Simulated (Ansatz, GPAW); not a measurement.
# Geometry or basis: what sets the conductance of hydroquinonedithiol between two Al chains, part 2 of 4

How well does hydroquinonedithiol between two Al chains conduct once its atoms have relaxed, and how much do cheaper levels lose?

GPAW 26.7.0 and Ansatz 0.2.0; Ansatz plane waves; relaxation of the junction with the lead ends held; PAW set soft_1 (the session's first sound run).

So far. Step 2 (Relaxing the atoms): The relaxation lowered the energy of the cell by 2.05 eV.

## (3) Plane waves, PBE

A plane-wave run comes first: its basis does not favour the atoms, so it serves as the reference for the orbital bases.

This step: Ansatz plane waves; Landauer transmission by layers, zero bias; PAW set soft_1 (Ansatz 0.2.0).

File input.yaml:

```yaml
crystal:
  lattice:
    - [12.4932036343, 0.0, 0.0]
    - [0.0, 9.0, 0.0]
    - [0.0, 0.0, 40.0527804407]
  atoms:
    - { symbol: Al, position: [0.5, 0.5, 0.0299604668] }
    - { symbol: Al, position: [0.5, 0.5, 0.0898814005] }
    - { symbol: Al, position: [0.5, 0.5, 0.1498023342] }
    - { symbol: Al, position: [0.5, 0.5, 0.2097232678] }
    - { symbol: Al, position: [0.5, 0.5, 0.2696442015] }
    - { symbol: Al, position: [0.4088279805, 0.5442407242, 0.3269678599] }
    - { symbol: Al, position: [0.4945359524, 0.4928098169, 0.3865466262] }
    - { symbol: S, position: [0.3948497873, 0.595013198, 0.4275338535] }
    - { symbol: H, position: [0.6236134122, 0.5811597289, 0.4514431666] }
    - { symbol: C, position: [0.4576408562, 0.5778658792, 0.4672701083] }
    - { symbol: C, position: [0.5683367402, 0.5771201009, 0.4724972989] }
    - { symbol: H, position: [0.2632825357, 0.5733761875, 0.4682365727] }
    - { symbol: O, position: [0.2797408208, 0.5742777309, 0.4921837967] }
    - { symbol: C, position: [0.388412153, 0.5752983784, 0.4952664637] }
    - { symbol: C, position: [0.6112118401, 0.5742106769, 0.5046910837] }
    - { symbol: O, position: [0.7198958085, 0.5722097235, 0.5077685708] }
    - { symbol: H, position: [0.7363048737, 0.5705760675, 0.5317099194] }
    - { symbol: C, position: [0.431282022, 0.5768902727, 0.5274647424] }
    - { symbol: C, position: [0.5419830814, 0.5765858777, 0.5326868895] }
    - { symbol: H, position: [0.376009507, 0.5807419259, 0.5485190442] }
    - { symbol: S, position: [0.605003304, 0.5917808686, 0.5724360731] }
    - { symbol: Al, position: [0.5041403045, 0.4926797993, 0.6135241495] }
    - { symbol: Al, position: [0.5912958841, 0.5421108901, 0.6729116151] }
    - { symbol: Al, position: [0.5, 0.5, 0.7303557985] }
    - { symbol: Al, position: [0.5, 0.5, 0.7902767322] }
    - { symbol: Al, position: [0.5, 0.5, 0.8501976658] }
    - { symbol: Al, position: [0.5, 0.5, 0.9101185995] }
    - { symbol: Al, position: [0.5, 0.5, 0.9700395332] }
kpoints:
  mp_grid: { grid: [1, 1, 2] }
hamiltonian:
  xc: pbe
  pseudopotentials: { kind: paw, azcp: { folder: soft_1 } }
scf:
  occupations: { method: fermi_dirac, width: 0.1 }
output:
  transmission:
    leads: [[0, 1]]
    e_range: [-2, 2]
    de: 0.025
    kmesh: [1, 1]
    reduced_basis: true
  write_potential: true
  write_density: true
  volumetric_format: npy
  elf: true
```

On the command line:

```console
> ansatz run input.yaml --threads 4 --pin off --max-ram 8192MiB --backend cpu --events-out ev --progress --plain --runs-dir out
```

Numbers of over 12 decimals in the logs are rounded to 6 here.

Log:

```text
[...]
Crystal: 28 atoms, lattice volume = 4503.488 Å³
Basis set: ecut = 420 eV, 88039 PW (Γ)
Bands: 75, of which v1, the nominal top of the filled ones, is band 47 counted from 1 (46 counted from 0)
Symmetry: 1 space group operations
[...]
k-points: 2
[...]
SCF iter   1: F=—  HF=-12017.083700 eV  |F-HF|=—  |Δ(HF+E_count)|=         —  Δρ=2.52e-2  dr2=5.99e1  ethr=3.10e-3  ⟨swp⟩=10.0  Hψ=880  notcnv=0  defer=2
[...]
SCF iter  15: F=-12006.802095 eV  HF=-12006.802095 eV  |F-HF|=1.17e-8  |Δ(HF+E_count)|=   3.56e-8  Δρ=5.23e-7  dr2=3.28e-8  ethr=1.06e-10  ⟨swp⟩=24.5  Hψ=986  notcnv=0
SCF 1 converged in 15 iterations: F = -12006.802095 eV  dr2 = 3.28e-8
[...]
transmission: 5 of 50 steps passed
transmission: 10 of 50 steps passed
[...]
transmission: 50 of 50 steps passed
WARN: The output density's exchange-correlation potential varies sharply where the density is thin. Do not read a vacuum level from v_tot or v_xc, or from such a field of the output density. On a cell that repeats whose density bears no net charge and no dipole along the vacuum's axis use v_es (v_loc + v_h of the components); under efield.dipole_correction with no amplitude use v_es + v_field, which holds any externa [...]
SCF converged after 15 iterations
Free energy (F): -12006.802095 eV
[...]
Internal energy: -12006.177470 eV  (E = F + TS)
E sigma→0 (E₀):  -12006.489782 eV
Entropy (-TS):   -0.624625 eV (-22.308 meV/atom)
Fermi energy:    -3.295166 eV
[...]
--- Band table (eV) ---
  k-point 0: bands = [... 43 lower, -3.6367, -3.5109, -3.4937, -3.3363, -3.2816, -3.0985, -3.0549, -2.8152, ... 24 higher]
  k-point 1: bands = [... 43 lower, -3.6374, -3.5125, -3.4846, -3.3332, -3.2978, -3.1034, -3.0328, -2.8062, ... 24 higher]
--- Transmission ---
  basis      : 983 plane waves across, 50 finite elements along
  points     : 1, standing for a mesh of 1 x 1
  filling    : by the input's occupations and mesh, since the crystals that have channels conduct as metals do. If one of these is a semiconductor, that mesh has misplaced its level
  energies   : 161 from -2.000000 to 2.000000 eV about the Fermi level, 0.025000 eV apart; the leads are filled to 0.000000 eV, and channels, transmission and decay are at 0.000000 eV
  crystal 0  : Al1, at the sites [0, 1], period 2.4000 Å, over 24.00 Å; its Hamiltonian steps by up to 5.7 meV
    offset         : up to 0.0000 Å between an atom of the period and one for which it stands
    filled         : 11.1 meV over the level at which it is neutral
    channels       : 2.000000e0 a spin
    conductance    : 1.3782e14 S/m² at 300 K; may be off by some 0.0 % by where its bands' edges are placed, 0.0 % from the distance to neutral
  junction   : crystal 0 to crystal 0, 0.70 to 38.35 Å
    transmission   : 2.316885e-2 a spin
    conductance    : 1.5760e12 S/m² at 300 K (1.5761e12 on every other energy)
    error estimate : 0.0 % from the energy spacing and 0.0 % from band edges of the leads and from resonances (wavevectors taken as independent; lower de), 1.7 % from the steps of its leads' Hamiltonians or their offsets (lay more layers), 1.7 % from the distance to neutral
    resistance     : 6.2727e-1 Ω µm² beyond half of each lead's own
```

Run time: 76 min. Hardware: 4 threads of Arm Neoverse V1, shared host; peak memory 6.5 GiB.

Numbers from this step:

| Property | Result |
| --- | --- |
| free energy | -12006.8021 eV |
| lead level | 0 eV from the Fermi level |
| transmission at the Fermi level (one spin) | 0.02317 |
| open channels of the lead at the Fermi level (one spin) | 2 |
| step of the potential along the lead | 5.7 meV |
| offset of the lead | 0 Å |
| filling of the lead less its bulk value, in size | 11.1 meV |
| conductance | 0.02287 G₀ |

One spin. The transmission, zone mean by energy, zero at the Fermi level:

```csv
energy (eV),"transmission, zone mean"
-2.000,0.0121
-1.800,0.0688
-1.600,0.132
-1.425,0.881
-1.400,0.371
-1.200,0
-1.000,0
-0.800,0
-0.600,0
-0.400,0
-0.200,0.0110
0.000,0.0232
0.200,0.0267
0.400,0.0315
0.600,0.0366
0.800,0.0362
1.000,0.0365
1.200,0.0385
1.400,0.0448
1.600,0.0607
1.800,0.0943
2.000,0.157
```

One spin. Table of open channels, zone mean by energy, zero at the Fermi level:

```csv
energy (eV),"open channels, zone mean"
-2.000,1
-1.900,1
-1.800,1
-1.700,1
-1.600,1
-1.500,1
-1.400,1
-1.300,1
-1.200,0
-1.100,0
-1.000,0
-0.900,0
-0.800,0
-0.700,0
-0.600,0
-0.500,0
-0.400,0
-0.300,2
-0.200,2
-0.100,2
0.000,2
0.100,2
0.200,2
0.300,2
0.400,2
0.500,2
0.600,2
0.700,2
0.800,2
0.900,2
1.000,3
1.100,3
1.200,3
1.300,3
1.400,3
1.500,3
1.600,3
1.700,3
1.800,3
1.900,3
2.000,3
```

Crystal 0, spin -, k parallel (0, 0); distinct values, listed up to 1.5 1/Å. Im kz of the slowest decaying states against energy, zero at the Fermi level:

```csv
energy (eV),decay 1 (Å⁻¹),decay 2 (Å⁻¹),decay 3 (Å⁻¹),decay 4 (Å⁻¹)
-2.000,0.671,0.674,1.17,1.26
-1.800,0.628,0.630,1.14,1.24
-1.600,0.581,0.584,1.12,1.22
-1.400,0.530,0.534,1.10,1.20
-1.200,0.0343,0.475,0.478,1.07
-1.000,0.0783,0.411,0.415,1.05
-0.800,0.0994,0.336,0.341,1.02
-0.600,0.112,0.238,0.245,0.996
-0.400,0.0162,0.0595,0.119,0.970
-0.200,0.121,0.942,1.06,1.12
0.000,0.119,0.914,1.03,1.10
0.200,0.113,0.885,1.01,1.07
0.400,0.102,0.855,0.982,1.05
0.600,0.0840,0.823,0.955,1.02
0.800,0.0540,0.791,0.927,0.994
1.000,0.757,0.898,0.967,0.973
1.200,0.721,0.869,0.939,0.946
1.400,0.683,0.838,0.910,0.918
1.600,0.644,0.806,0.881,0.889
1.800,0.601,0.772,0.850,0.859
2.000,0.555,0.738,0.818,0.827
```

Crystal 0, spin -, k parallel (0, 0). Table of Re kz of states that move upwards by energy, zero at the Fermi level:

```csv
energy (eV),channel 1 (Å⁻¹),channel 2 (Å⁻¹),channel 3 (Å⁻¹)
-2.000,1.13,-,-
-1.900,1.15,-,-
-1.800,1.16,-,-
-1.700,1.18,-,-
-1.600,1.20,-,-
-1.500,1.22,-,-
-1.400,1.24,-,-
-1.300,1.27,-,-
-1.200,-,-,-
-1.100,-,-,-
-1.000,-,-,-
-0.900,-,-,-
-0.800,-,-,-
-0.700,-,-,-
-0.600,-,-,-
-0.500,-,-,-
-0.400,-,-,-
-0.300,0.157,0.167,-
-0.200,0.230,0.237,-
-0.100,0.284,0.290,-
0.000,0.330,0.335,-
0.100,0.370,0.375,-
0.200,0.407,0.410,-
0.300,0.440,0.443,-
0.400,0.471,0.474,-
0.500,0.500,0.503,-
0.600,0.527,0.530,-
0.700,0.553,0.556,-
0.800,0.578,0.581,-
0.900,0.602,0.605,-
1.000,-1.26,0.625,0.627
1.100,-1.24,0.647,0.649
1.200,-1.22,0.669,0.671
1.300,-1.20,0.689,0.691
1.400,-1.19,0.709,0.711
1.500,-1.17,0.729,0.731
1.600,-1.16,0.748,0.750
1.700,-1.15,0.767,0.769
1.800,-1.14,0.785,0.787
1.900,-1.12,0.803,0.804
2.000,-1.11,0.820,0.822
```

The electrostatic potential energy of an electron (with the applied field's), less the Fermi level, planar mean oscillates, so the rows of the table below give means over windows of 1 Å about each position, cut where the curve ends. Its first 14 maxima inside the range that stand out by 2 % of the span (Å: eV): 2.4: 3.95, 4.7: 3.95, 7.1: 3.95, 9.6: 3.90, 12.0: 3.76, 14.2: 3.86, 16.3: 3.61, 17.9: 3.76, 19.3: 3.18, 20.8: 3.18, 22.1: 3.76, 23.7: 3.62, 25.7: 3.86, 28.0: 3.76. Its first 14 minima: 1.5: 3.48, 3.9: 3.47, 5.8: 3.48, 8.8: 3.46, 11.1: 3.37, 12.8: 3.37, 15.1: 3.48, 17.1: 3.32, 18.8: 2.82, 20.0: 2.43, 21.2: 2.82, 23.0: 3.32, 24.9: 3.47, 27.3: 3.37.

Electrostatic potential energy of an electron (with the applied field's), less the Fermi level, planar mean against z; means over each step:

```csv
z (Å),"electrostatic potential energy of an electron (with the applied field's), less the Fermi level, planar mean (eV)"
0,3.85
1,3.51
2,3.74
3,3.64
4,3.56
5,3.81
6,3.49
7,3.81
8,3.56
9,3.62
10,3.67
11,3.41
12,3.65
13,3.40
14,3.69
15,3.57
16,3.53
17,3.38
18,3.58
19,3.02
20,2.72
21,3.01
22,3.56
23,3.38
24,3.53
25,3.56
26,3.71
27,3.40
28,3.65
29,3.42
30,3.64
31,3.64
32,3.54
33,3.83
34,3.49
35,3.79
36,3.58
37,3.62
38,3.76
39,3.51
```

The valence density, planar mean by z:

z (Å), valence density, planar mean (e/Å³) and a bar:
```
        0      0.013 #
        1      0.009 
        2      0.012 #
        3      0.011 #
        4      0.010 
        5      0.013 #
        6      0.009 
        7      0.013 #
        8      0.010 
        9      0.012 #
       10      0.012 #
       11      0.010 
       12      0.013 #
       13      0.010 
       14      0.012 #
       15      0.011 
       16      0.016 ##
       17      0.037 ######
       18      0.038 #######
       19      0.080 ################
       20      0.139 ##############################
       21      0.081 #################
       22      0.040 #######
       23      0.037 ######
       24      0.017 ##
       25      0.011 
       26      0.012 #
       27      0.010 
       28      0.013 #
       29      0.010 
       30      0.012 #
       31      0.012 #
       32      0.010 
       33      0.013 #
       34      0.009 
       35      0.012 #
       36      0.011 
       37      0.011 
       38      0.012 #
       39      0.009
```

ELF in the ca plane at fractional y = 0.573, with atoms of S and H and C and O within 0.2 Å of it. It is the smooth field of the valence electrons, not physical close to the nuclei.

Values, 13 rows by 16 columns, each cell a mean:
```
0.00 0.00 0.00 0.00 0.00 0.00 0.00 0.00 0.00 0.00 0.00 0.00 0.00 0.00 0.00 0.00
0.00 0.00 0.00 0.00 0.00 0.00 0.00 0.00 0.02 0.06 0.02 0.00 0.00 0.00 0.00 0.04
0.01 0.01 0.00 0.01 0.04 0.02 0.00 0.00 0.13 0.59 0.42 0.29 0.06 0.06 0.00 0.30
0.11 0.12 0.04 0.05 0.33 0.20 0.02 0.33 0.12 0.70 0.69 0.53 0.59 0.42 0.04 0.69
0.46 0.51 0.16 0.18 0.75 0.64 0.10 0.95 0.63 0.48 0.49 0.33 0.68 0.65 0.17 0.86
0.71 0.83 0.36 0.35 0.86 0.75 0.18 0.52 0.48 0.61 0.64 0.58 0.52 0.78 0.40 0.89
0.47 0.90 0.60 0.65 0.76 0.45 0.64 0.42 0.60 0.29 0.51 0.58 0.30 0.61 0.50 0.81
0.49 0.85 0.45 0.69 0.70 0.47 0.58 0.64 0.57 0.52 0.60 0.74 0.37 0.40 0.89 0.71
0.19 0.63 0.86 0.94 0.53 0.24 0.79 0.67 0.27 0.60 0.32 0.80 0.59 0.15 0.76 0.50
0.05 0.36 0.83 0.88 0.30 0.06 0.51 0.30 0.85 0.68 0.53 0.09 0.12 0.02 0.27 0.15
0.01 0.10 0.40 0.45 0.07 0.00 0.05 0.04 0.24 0.38 0.35 0.02 0.00 0.00 0.02 0.01
0.00 0.01 0.06 0.06 0.01 0.00 0.00 0.00 0.00 0.02 0.02 0.00 0.00 0.00 0.00 0.00
0.00 0.00 0.00 0.00 0.00 0.00 0.00 0.00 0.00 0.00 0.00 0.00 0.00 0.00 0.00 0.00
```
Columns run along c (16.0 Å, from fractional 0.26 to 0.66 of the cell), rows up along a (12.5 Å). Atoms in or near the plane, at fractional coordinates: S at (0.43, 0.39), H at (0.45, 0.62), C at (0.47, 0.46), C at (0.47, 0.57), H at (0.47, 0.26), O at (0.49, 0.28), C at (0.50, 0.39), C at (0.50, 0.61), O at (0.51, 0.72), H at (0.53, 0.74), C at (0.53, 0.43), C at (0.53, 0.54), H at (0.55, 0.38), S at (0.57, 0.61).

Valence density in the ca plane at fractional y = 0.573, with atoms of S and H and C and O within 0.2 Å of it. It is the smooth field of the valence electrons, not physical close to the nuclei.

Ten steps, logarithmic in the rise over the least value, from '0' (0.0 e/Å³) to '9' (7.0 e/Å³), each cell a mean:
```
00000000000000000000000000000000000000000000
00000000000000000000000000000000000000000000
00000000000000000000000000000000000000000000
00000000000000000000000000000000000000000000
00000000000000000000000000000001222210000000
00000000000000000000000000000013677653100000
00000000000000000000000000000014799764222210
00000000000000000000000000122124687642344432
00000000000000000000000001365545666533455554
11111111111000000011110001367667767655565565
22222222221110001122221111246776556766655554
22333322222221112222222222246765334676533333
22233222233322222222234444456765445676421122
22222222223321223322235655666676667776531011
11111111122222223211134555554567676666641000
00000000011222222110113555532356764334531000
00000000000111111000001233323578974111100000
00000000000000000000000011114679974100000000
00000000000000000000000000002345642000000000
00000000000000000000000000000011110000000000
00000000000000000000000000000000000000000000
00000000000000000000000000000000000000000000
00000000000000000000000000000000000000000000
00000000000000000000000000000000000000000000
```
Columns run along c (16.0 Å, from fractional 0.21 to 0.61 of the cell), rows up along a (12.5 Å). Atoms in or near the plane, at fractional coordinates: S at (0.43, 0.39), H at (0.45, 0.62), C at (0.47, 0.46), C at (0.47, 0.57), H at (0.47, 0.26), O at (0.49, 0.28), C at (0.50, 0.39), C at (0.50, 0.61), O at (0.51, 0.72), H at (0.53, 0.74), C at (0.53, 0.43), C at (0.53, 0.54), H at (0.55, 0.38), S at (0.57, 0.61).

Electrostatic potential energy in the ca plane at fractional y = 0.573, with atoms of S and H and C and O within 0.2 Å of it. With pseudopotentials it is smooth inside the atoms' cores, unlike the true potential.

Ten even steps from '0' (-45 eV) to '9' (2 eV), each cell a mean:
```
99999999999999999999999999999999999999999999
99999999999999999999999999999999999999999999
99999999999999999999999999999999999999999999
99999999999999999999999999999999999999999999
99999999999999999999999999999999999999999999
99999999999999999984354689999999999999999999
99999999999999999940002489999999999999999999
99999999999999999961158888778999999988888999
99999999999973477730158874002689999865557899
99999999999985310310035562010588899757965898
99998777899998500265520035324776688865656887
88987655789998633688840158888765568887778875
56887655777776100588731489999865578999999976
85688877741025201323300178999888889999999988
85689998720005776100343325999999999999999999
66899999863247888413788757999999999999999999
89999999999899875102899999999999999999999999
99999999999999611002899999999999999999999999
99999999999999877768999999999999999999999999
99999999999999999999999999999999999999999999
99999999999999999999999999999999999999999999
99999999999999999999999999999999999999999999
99999999999999999999999999999999999999999999
99999999999999999999999999999999999999999999
```
Columns run along c (16.0 Å, from fractional 0.33 to 0.73 of the cell; values clipped at the 3rd and 97th percentile), rows up along a (12.5 Å). Atoms in or near the plane, at fractional coordinates: S at (0.43, 0.39), H at (0.45, 0.62), C at (0.47, 0.46), C at (0.47, 0.57), H at (0.47, 0.26), O at (0.49, 0.28), C at (0.50, 0.39), C at (0.50, 0.61), O at (0.51, 0.72), H at (0.53, 0.74), C at (0.53, 0.43), C at (0.53, 0.54), H at (0.55, 0.38), S at (0.57, 0.61).

T at the Fermi level is 0.0232 of 2 open channels a spin.

(Continued in part 3 of 4.)

[Logs are printed without paths, hosts, clocks, repeated set-up lines and the standing remarks that a program may print on its own settings, such as how far it seeks lower states.]

[Hosts, paths, dates, database ids (printed as entryN), source tags and the programs' standing remarks are cut or masked in the printed files.]
